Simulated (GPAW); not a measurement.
# A Bi chain with one O atom in line: converging a transmission, part 3 of 4

How do the numerical settings move the conductance of a Bi chain with one O atom in line?

GPAW 26.7.0; GPAW LCAO, PAW setups; Landauer transmission from Green's functions with principal layers (ASE), zero bias.

So far, transmission at the Fermi level (one spin): step 2 (base settings) 1.80; step 7 (k-points along the lead 2) 1.89; step 8 (k-points along the lead 4) 1.81; step 9 (k-points along the lead 8) 1.79; step 12 (another cell) 2.03.

## (13) Width of the vacuum box, box 6 × 6 Å

The cell differs from the one that the last finished run ended in (a 5.000 → 6.000 Å, b 5.000 → 6.000 Å).

run.py reads:

```python
import json
import numpy as np
from ase import Atoms
from ase.transport.calculators import TransportCalculator
from gpaw import GPAW, FermiDirac
from gpaw.lcao.tools import get_lcao_hamiltonian
from scipy.linalg import eigh

# The junction with lead layers at both ends, along the third cell vector
device = Atoms(
    ['Bi', 'Bi', 'Bi', 'Bi', 'O', 'Bi', 'Bi', 'Bi', 'Bi'],
    positions=[
        [3.00000, 3.00000, 1.45000],
        [3.00000, 3.00000, 4.35000],
        [3.00000, 3.00000, 7.25000],
        [3.00000, 3.00000, 10.15000],
        [3.00000, 3.00000, 12.08220],
        [3.00000, 3.00000, 14.01440],
        [3.00000, 3.00000, 16.91440],
        [3.00000, 3.00000, 19.81440],
        [3.00000, 3.00000, 22.71440]],
    cell=[[6.0, 0.0, 0.0], [0.0, 6.0, 0.0], [0.0, 0.0, 24.1644]],
    pbc=True)

# One principal layer of the lead: the first 2 atoms of the device
lead = Atoms(
    ['Bi', 'Bi'],
    positions=[
        [3.00000, 3.00000, 1.45000],
        [3.00000, 3.00000, 4.35000]],
    cell=[[6.0, 0.0, 0.0], [0.0, 6.0, 0.0], [0.0, 0.0, 5.8]],
    pbc=True)

settings = dict(mode='lcao', basis='dzp', xc='PBE', h=0.18,
                occupations=FermiDirac(0.1), maxiter=250,
                mixer=dict(beta=0.1, nmaxold=8, weight=100.0),
                convergence=dict(density=0.0001))
energies = np.arange(-2, 2 + 1e-9, 0.05)
eta = 0.0001
n1, n2 = 1, 1
# k and -k transmit alike, so half of the mesh across the current serves
mesh = [(i, j) for i in range(n1) for j in range(n2) if (i, j) <= (-i % n1, -j % n2)]
weights = np.array([1 if (i, j) == (-i % n1, -j % n2) else 2 for i, j in mesh]) / (n1 * n2)


def ground_state(atoms, size, txt):
    atoms.calc = GPAW(kpts={'size': size, 'gamma': True}, symmetry={'tolerance': 1e-3}, txt=txt, **settings)
    atoms.get_potential_energy()
    return atoms.calc.get_fermi_level()


def blocks(atoms, fermi, points, nz, cells):
    """H - E_F S and S between cell 0 and the cells above it, at each point across the current."""
    kz = np.arange(nz) / nz
    calc = atoms.calc.fixed_density(kpts=[(*k, z) for k in points for z in kz], symmetry='off', txt=None)
    H, S = get_lcao_hamiltonian(calc)
    H = (H - fermi * S).reshape(len(H), len(points), nz, *S.shape[1:])
    S = S.reshape(H.shape[1:])
    phases = [np.exp(-2j * np.pi * kz * R) / nz for R in cells]
    return [(np.einsum('skzij,z->ksij', H, p), np.einsum('kzij,z->kij', S, p)) for p in phases]


def pair(a, b):
    return np.block([[a, b], [b.T.conj(), a]])


def count_channels(h, s, cells, nk=240):
    """Half the number of times that the lead's bands cross each energy, unfolded to its shortest repeat."""
    b = len(h) // cells
    bands = []
    for k in (np.arange(nk + 1) + 0.5) / nk:
        hk, sk = h[:b, :b].copy(), s[:b, :b].copy()
        for R in range(1, cells):
            phase, block = np.exp(2j * np.pi * k * R), slice(R * b, (R + 1) * b)
            hk += h[:b, block] * phase + (h[:b, block] * phase).T.conj()
            sk += s[:b, block] * phase + (s[:b, block] * phase).T.conj()
        bands.append(eigh(hk, sk, eigvals_only=True))
    below = np.array(bands)[:, :, None] < energies
    return (below[1:] != below[:-1]).sum((0, 1)) / 2


fermi_lead = ground_state(lead, (1, 1, 19), 'lead.txt')
fermi_device = ground_state(device, (1, 1, 3), 'device.txt')
T, channels, eigen, tail, misfit, shifts = [], [], [], 0.0, 0.0, []
for first in range(0, len(mesh), 1371):
    points = [(i / n1, j / n2) for i, j in mesh[first:first + 1371]]
    (H0k, S0k), (H1k, S1k), (H2k, _) = blocks(lead, fermi_lead, points, 5, range(3))
    [(Hk, Sk)] = blocks(device, fermi_device, points, 2, [0])
    tail = max(tail, abs(H2k).max())
    for H0, S0, H1, S1, H, S in zip(H0k, S0k, H1k, S1k, Hk, Sk):
        n = len(S0)
        # Shift the lead onto the potential of the device's first layer
        shift = ((H[:, 0, 0] - H0[:, 0, 0]) / S0[0, 0]).real.mean()
        shifts.append(shift)
        misfit = max(misfit, abs(H[:, :n, :n] - H0 - shift * S0).max())
        Tk, Ck, Ek = [], [], []
        for s in range(len(H)):
            t = s % len(H0)  # a lead without moments serves both spins
            h1, s1 = pair(H0[t] + shift * S0, H1[t] + shift * S1), pair(S0, S1)
            leads = dict(h1=h1, s1=s1, energies=energies, eta=eta, eta1=eta, eta2=eta)
            calc = TransportCalculator(h=H[s], s=S, eigenchannels=0, **leads)
            Tk.append(calc.get_transmission())
            Ck.append(count_channels(h1, s1, 4))
        T.append(Tk)
        channels.append(Ck)
        eigen.append(Ek)
T, channels = np.array(T), np.array(channels)
mean, open_channels = np.einsum('kse,k->se', T, weights), np.einsum('kse,k->se', channels, weights)

print(f'basis functions: device {len(S)}, principal layer {n}')
print(f'Fermi level: lead {fermi_lead:.4f} eV, device {fermi_device:.4f} eV; lead shifted by {np.mean(shifts):.4f} eV')
print(f'largest coupling past the next layer {tail:.2e} eV, largest misfit of the first layer {misfit:.3f} eV')
print('  E-E_F (eV)   ' + 'T (one spin)  channels')
for e, t, c in zip(energies, mean.T, open_channels.T):
    print(f'{e:10.3f}  ', *[f'{x:11.4e}' for x in t], *[f'{x:9.4f}' for x in c])

kT = 8.617333e-5 * 200
fine = np.linspace(energies[0], energies[-1], 4001)
both = np.exp(np.interp(fine, energies, np.log(np.maximum(mean.sum(0) * 2 / len(mean), 1e-30))))
fermi = lambda mu: 1 / (1 + np.exp(np.clip((fine - mu) / kT, -200, 200)))
slope = fermi(0) * (1 - fermi(0)) / kT
G = np.trapezoid(both * slope, fine) / 2
seebeck = -np.trapezoid(both * slope * fine, fine) / (2 * G * 200) * 1e6
print(f'conductance at 200 K: {G:.5g} G0 a cell; thermopower {seebeck:.4g} uV/K')
bias = [0.1, 0.2, 0.5, 1.0, 1.5, 2.0]
current = [38.74 * np.trapezoid(both * (fermi(V / 2) - fermi(-V / 2)), fine) for V in bias]
for V, I in zip(bias, current):
    print(f'current from the zero-bias T(E) at {V} V: {I:.5g} uA')
zero = abs(energies).argmin()
json.dump(dict(energies=energies.tolist(), T=mean.tolist(), channels=open_channels.tolist(), G=G, seebeck=seebeck,
               bias=bias, current=current, tail=tail, misfit=misfit, shift=np.mean(shifts), n_device=len(S), n_lead=n,
               fermi=[fermi_lead, fermi_device], energy=device.get_potential_energy(),
               moments=device.get_magnetic_moments().tolist(), mesh=mesh, weights=weights.tolist(),
               T_k=T[:, :, zero].tolist(), eigen=np.array(eigen[0]).tolist()), open('result.json', 'w'))
```

On the command line:

```bash
OMP_NUM_THREADS=1 OPENBLAS_NUM_THREADS=2 python run.py
```

The log of the run:

```text
basis functions: device 197, principal layer 46
Fermi level: lead -0.6332 eV, device -0.5332 eV; lead shifted by -0.0083 eV
largest coupling past the next layer 5.83e-06 eV, largest misfit of the first layer 0.048 eV
  E-E_F (eV)   T (one spin)  [channel counts left out]
    -2.000    3.4082e-01
    -1.950    3.4499e-01
    -1.900    3.4902e-01
    -1.850    3.5293e-01
    -1.800    3.5673e-01
    -1.750    3.6041e-01
    -1.700    3.6399e-01
    -1.650    3.6748e-01
    -1.600    3.7088e-01
    -1.550    3.7419e-01
    -1.500    3.7743e-01
    -1.450    3.8060e-01
    -1.400    6.2366e-01
    -1.350    9.2544e-01
    -1.300    1.1427e+00
    -1.250    1.2924e+00
[...]
1.650    1.0562e+00
     1.700    8.7204e-01
     1.750    6.1837e-01
     1.800    5.2959e-01
     1.850    5.3207e-01
     1.900    5.3463e-01
     1.950    5.3727e-01
     2.000    5.3999e-01
conductance at 200 K: 1.8796 G0 a cell; thermopower -0.2459 uV/K
current from the zero-bias T(E) at 0.1 V: 14.56 uA
current from the zero-bias T(E) at 0.2 V: 29.103 uA
current from the zero-bias T(E) at 0.5 V: 72.466 uA
current from the zero-bias T(E) at 1.0 V: 143.06 uA
current from the zero-bias T(E) at 1.5 V: 210.83 uA
current from the zero-bias T(E) at 2.0 V: 275.79 uA
```

Elapsed: 48 s, on 2 threads of Intel Xeon Platinum 8259CL at 2.50GHz (Skylake/Cascade Lake), shared host; peak memory 0.7 GiB.

Numbers from this step:

```yaml
conductance: 1.880 G₀
largest_coupling_past_the_next_principal_layer: 5.83e-6 eV
largest_misfit_of_the_first_principal_layer: 0.04762 eV
shift_that_aligns_the_lead: -0.008295 eV
transmission_at_the_fermi_level_one_spin: 1.880
```

One spin. Transmission, zone mean against energy, zero at the Fermi level:

```csv
energy (eV),"transmission, zone mean"
-2.00,0.341
-1.90,0.349
-1.80,0.357
-1.70,0.364
-1.55,0.374
-1.45,0.381
-1.35,0.925
-1.25,1.29
-1.15,1.46
-1.05,1.54
-0.90,1.60
-0.80,1.63
-0.70,1.66
-0.60,1.70
-0.50,1.74
-0.40,1.78
-0.25,1.83
-0.15,1.86
-0.05,1.87
0.00,1.88
0.05,1.88
0.10,1.89
0.15,1.88
0.25,1.88
0.40,1.86
0.50,1.84
0.60,1.82
0.70,1.79
0.80,1.77
0.90,1.74
1.05,1.70
1.15,1.67
1.25,1.62
1.35,1.55
1.45,1.45
1.55,1.30
1.70,0.872
1.80,0.530
1.90,0.535
2.00,0.540
```

Not self-consistent under bias; the bias window is split evenly. Current through one cell, from the zero-bias transmission against bias:

```csv
bias (V),"current through one cell, from the zero-bias transmission (μA)"
0.100,14.6
0.200,29.1
0.500,72.5
1.000,143
1.500,211
2.000,276
```

The conductance, 1.88 G₀, lies 4.4 % above that of the base run.

## (14) Varying the width of the vacuum box, box 7.5 × 7.5 Å

The cell differs from the one that the last finished run ended in (a 6.000 → 7.500 Å, b 6.000 → 7.500 Å).

run.py, as its differences from that of step 13:

```diff
@@ -12,12 +12,12 @@
     positions=[
-        [3.00000, 3.00000, 1.45000],
-        [3.00000, 3.00000, 4.35000],
-        [3.00000, 3.00000, 7.25000],
-        [3.00000, 3.00000, 10.15000],
-        [3.00000, 3.00000, 12.08220],
-        [3.00000, 3.00000, 14.01440],
-        [3.00000, 3.00000, 16.91440],
-        [3.00000, 3.00000, 19.81440],
-        [3.00000, 3.00000, 22.71440]],
-    cell=[[6.0, 0.0, 0.0], [0.0, 6.0, 0.0], [0.0, 0.0, 24.1644]],
+        [3.75000, 3.75000, 1.45000],
+        [3.75000, 3.75000, 4.35000],
+        [3.75000, 3.75000, 7.25000],
+        [3.75000, 3.75000, 10.15000],
+        [3.75000, 3.75000, 12.08220],
+        [3.75000, 3.75000, 14.01440],
+        [3.75000, 3.75000, 16.91440],
+        [3.75000, 3.75000, 19.81440],
+        [3.75000, 3.75000, 22.71440]],
+    cell=[[7.5, 0.0, 0.0], [0.0, 7.5, 0.0], [0.0, 0.0, 24.1644]],
     pbc=True)
@@ -28,5 +28,5 @@
     positions=[
-        [3.00000, 3.00000, 1.45000],
-        [3.00000, 3.00000, 4.35000]],
-    cell=[[6.0, 0.0, 0.0], [0.0, 6.0, 0.0], [0.0, 0.0, 5.8]],
+        [3.75000, 3.75000, 1.45000],
+        [3.75000, 3.75000, 4.35000]],
+    cell=[[7.5, 0.0, 0.0], [0.0, 7.5, 0.0], [0.0, 0.0, 5.8]],
     pbc=True)
```

The log of the run:

```text
basis functions: device 197, principal layer 46
Fermi level: lead -2.1555 eV, device -2.0177 eV; lead shifted by -0.0379 eV
largest coupling past the next layer 5.83e-06 eV, largest misfit of the first layer 0.056 eV
  E-E_F (eV)   T (one spin)  [channel counts left out]
    -2.000    3.3121e-01
    -1.950    3.3544e-01
    -1.900    3.3954e-01
[...]
1.950    5.1158e-01
     2.000    5.1383e-01
conductance at 200 K: 1.8023 G0 a cell; thermopower -0.263 uV/K
current from the zero-bias T(E) at 0.1 V: 13.961 uA
current from the zero-bias T(E) at 0.2 V: 27.907 uA
current from the zero-bias T(E) at 0.5 V: 69.499 uA
current from the zero-bias T(E) at 1.0 V: 137.18 uA
current from the zero-bias T(E) at 1.5 V: 201.8 uA
current from the zero-bias T(E) at 2.0 V: 263.21 uA
```

It took 47 s on 2 threads; peak memory 0.86 GiB.

One spin. The transmission, zone mean by energy, zero at the Fermi level:

```csv
energy (eV),"transmission, zone mean"
-2.00,0.331
-1.90,0.340
-1.80,0.347
-1.70,0.355
-1.55,0.365
-1.45,0.479
-1.35,1.03
-1.25,1.35
-1.15,1.45
-1.05,1.47
-0.90,1.49
-0.80,1.52
-0.70,1.56
-0.60,1.60
-0.50,1.65
-0.40,1.69
-0.25,1.75
-0.15,1.78
-0.05,1.80
0.00,1.80
0.05,1.81
0.15,1.81
0.25,1.80
0.40,1.79
0.50,1.77
0.60,1.75
0.70,1.73
0.80,1.70
0.90,1.66
1.05,1.59
1.15,1.53
1.25,1.47
1.35,1.38
1.45,1.28
1.55,1.15
1.70,0.766
1.80,0.505
1.90,0.509
2.00,0.514
```

The conductance equals that of the base run to 0.2 %.

## (15) Varying the width of the vacuum box, box 11 × 11 Å

The cell differs from the one that the last finished run ended in (a 7.500 → 11.000 Å, b 7.500 → 11.000 Å).

run.py, as its differences from that of step 14:

```diff
@@ -12,12 +12,12 @@
     positions=[
-        [3.75000, 3.75000, 1.45000],
-        [3.75000, 3.75000, 4.35000],
-        [3.75000, 3.75000, 7.25000],
-        [3.75000, 3.75000, 10.15000],
-        [3.75000, 3.75000, 12.08220],
-        [3.75000, 3.75000, 14.01440],
-        [3.75000, 3.75000, 16.91440],
-        [3.75000, 3.75000, 19.81440],
-        [3.75000, 3.75000, 22.71440]],
-    cell=[[7.5, 0.0, 0.0], [0.0, 7.5, 0.0], [0.0, 0.0, 24.1644]],
+        [5.50000, 5.50000, 1.45000],
+        [5.50000, 5.50000, 4.35000],
+        [5.50000, 5.50000, 7.25000],
+        [5.50000, 5.50000, 10.15000],
+        [5.50000, 5.50000, 12.08220],
+        [5.50000, 5.50000, 14.01440],
+        [5.50000, 5.50000, 16.91440],
+        [5.50000, 5.50000, 19.81440],
+        [5.50000, 5.50000, 22.71440]],
+    cell=[[11.0, 0.0, 0.0], [0.0, 11.0, 0.0], [0.0, 0.0, 24.1644]],
     pbc=True)
@@ -28,5 +28,5 @@
     positions=[
-        [3.75000, 3.75000, 1.45000],
-        [3.75000, 3.75000, 4.35000]],
-    cell=[[7.5, 0.0, 0.0], [0.0, 7.5, 0.0], [0.0, 0.0, 5.8]],
+        [5.50000, 5.50000, 1.45000],
+        [5.50000, 5.50000, 4.35000]],
+    cell=[[11.0, 0.0, 0.0], [0.0, 11.0, 0.0], [0.0, 0.0, 5.8]],
     pbc=True)
```

The log of the run:

```text
basis functions: device 197, principal layer 46
Fermi level: lead -3.3576 eV, device -3.1960 eV; lead shifted by -0.0397 eV
largest coupling past the next layer 5.83e-06 eV, largest misfit of the first layer 0.058 eV
  E-E_F (eV)   T (one spin)  [channel counts left out]
    -2.000    3.3007e-01
    -1.950    3.3429e-01
    -1.900    3.3837e-01
[...]
1.950    5.0956e-01
     2.000    5.1175e-01
conductance at 200 K: 1.7999 G0 a cell; thermopower -0.3333 uV/K
current from the zero-bias T(E) at 0.1 V: 13.943 uA
current from the zero-bias T(E) at 0.2 V: 27.87 uA
current from the zero-bias T(E) at 0.5 V: 69.39 uA
current from the zero-bias T(E) at 1.0 V: 136.9 uA
current from the zero-bias T(E) at 1.5 V: 201.37 uA
current from the zero-bias T(E) at 2.0 V: 262.69 uA
```

Run time: 80 s. Hardware: 2 threads; peak memory 1.4 GiB.

One spin. Table of transmission, zone mean by energy, zero at the Fermi level:

```csv
energy (eV),"transmission, zone mean"
-2.00,0.330
-1.90,0.338
-1.80,0.346
-1.70,0.354
-1.55,0.364
-1.45,0.491
-1.35,0.997
-1.25,1.29
-1.15,1.40
-1.05,1.45
-0.90,1.49
-0.80,1.51
-0.70,1.55
-0.60,1.59
-0.50,1.64
-0.40,1.68
-0.25,1.74
-0.15,1.77
-0.05,1.79
0.00,1.80
0.05,1.81
0.15,1.81
0.25,1.81
0.40,1.79
0.50,1.77
0.60,1.75
0.70,1.73
0.80,1.70
0.90,1.66
1.05,1.60
1.15,1.55
1.25,1.49
1.35,1.42
1.45,1.32
1.55,1.17
1.70,0.747
1.80,0.503
1.90,0.507
2.00,0.512
```

The conductance equals that of the base run to 0.2 %.

## (16) Varying the width of the vacuum box, box 13 × 13 Å

The cell differs from the one that the last finished run ended in (a 11.000 → 13.000 Å, b 11.000 → 13.000 Å).

run.py, as its differences from that of step 15:

```diff
@@ -12,12 +12,12 @@
     positions=[
-        [5.50000, 5.50000, 1.45000],
-        [5.50000, 5.50000, 4.35000],
-        [5.50000, 5.50000, 7.25000],
-        [5.50000, 5.50000, 10.15000],
-        [5.50000, 5.50000, 12.08220],
-        [5.50000, 5.50000, 14.01440],
-        [5.50000, 5.50000, 16.91440],
-        [5.50000, 5.50000, 19.81440],
-        [5.50000, 5.50000, 22.71440]],
-    cell=[[11.0, 0.0, 0.0], [0.0, 11.0, 0.0], [0.0, 0.0, 24.1644]],
+        [6.50000, 6.50000, 1.45000],
+        [6.50000, 6.50000, 4.35000],
+        [6.50000, 6.50000, 7.25000],
+        [6.50000, 6.50000, 10.15000],
+        [6.50000, 6.50000, 12.08220],
+        [6.50000, 6.50000, 14.01440],
+        [6.50000, 6.50000, 16.91440],
+        [6.50000, 6.50000, 19.81440],
+        [6.50000, 6.50000, 22.71440]],
+    cell=[[13.0, 0.0, 0.0], [0.0, 13.0, 0.0], [0.0, 0.0, 24.1644]],
     pbc=True)
@@ -28,5 +28,5 @@
     positions=[
-        [5.50000, 5.50000, 1.45000],
-        [5.50000, 5.50000, 4.35000]],
-    cell=[[11.0, 0.0, 0.0], [0.0, 11.0, 0.0], [0.0, 0.0, 5.8]],
+        [6.50000, 6.50000, 1.45000],
+        [6.50000, 6.50000, 4.35000]],
+    cell=[[13.0, 0.0, 0.0], [0.0, 13.0, 0.0], [0.0, 0.0, 5.8]],
     pbc=True)
```

The log of the run:

```text
basis functions: device 197, principal layer 46
Fermi level: lead -3.6496 eV, device -3.4823 eV; lead shifted by -0.0398 eV
largest coupling past the next layer 5.83e-06 eV, largest misfit of the first layer 0.058 eV
  E-E_F (eV)   T (one spin)  [channel counts left out]
    -2.000    3.2983e-01
    -1.950    3.3404e-01
    -1.900    3.3812e-01
[...]
1.950    5.0924e-01
     2.000    5.1142e-01
conductance at 200 K: 1.8001 G0 a cell; thermopower -0.3602 uV/K
current from the zero-bias T(E) at 0.1 V: 13.945 uA
current from the zero-bias T(E) at 0.2 V: 27.872 uA
current from the zero-bias T(E) at 0.5 V: 69.385 uA
current from the zero-bias T(E) at 1.0 V: 136.85 uA
current from the zero-bias T(E) at 1.5 V: 201.28 uA
current from the zero-bias T(E) at 2.0 V: 262.6 uA
```

The job ended after 2 min (2 threads; peak memory 1.9 GiB).

One spin. The transmission, zone mean by energy, zero at the Fermi level:

energy (eV), transmission, zone mean and a bar from the least value:
```
    -2.00       0.33 
    -1.85       0.34 
    -1.70       0.35 
    -1.60       0.36 #
    -1.45       0.50 ###
    -1.30       1.15 #################
    -1.15       1.39 #####################
    -1.05       1.44 #######################
    -0.90       1.49 #######################
    -0.75       1.53 ########################
    -0.60       1.59 ##########################
    -0.50       1.64 ##########################
    -0.35       1.70 ############################
    -0.20       1.76 #############################
    -0.05       1.79 ##############################
     0.00       1.80 ##############################
     0.05       1.81 ##############################
     0.15       1.81 ##############################
     0.20       1.81 ##############################
     0.35       1.80 ##############################
     0.50       1.77 #############################
     0.60       1.75 #############################
     0.75       1.71 ############################
     0.90       1.66 ###########################
     1.05       1.61 ##########################
     1.15       1.56 #########################
     1.30       1.47 #######################
     1.45       1.33 ####################
     1.60       1.08 ###############
     1.70       0.74 ########
     1.85       0.51 ####
     2.00       0.51 ####
```

The conductance equals that of the base run to 0.2 %.

## (17) Convergence in the width of the vacuum box

The runs and the base run on one axis.

This step: convergence of the conductance (GPAW 26.7.0).

The conductance by width of the vacuum box:

```csv
width of the vacuum box (Å),conductance (G₀)
5.00,2.03
6.00,1.88
7.50,1.80
9.00,1.80
11.00,1.80
13.00,1.80
```

(Part 3 of 4 ends here.)

[Logs are printed without paths, hosts, clocks, repeated set-up lines and the standing remarks that a program may print on its own settings, such as how far it seeks lower states.]

[Hosts, paths, dates, database ids (printed as entryN), source tags and the programs' standing remarks are cut or masked in the printed files.]
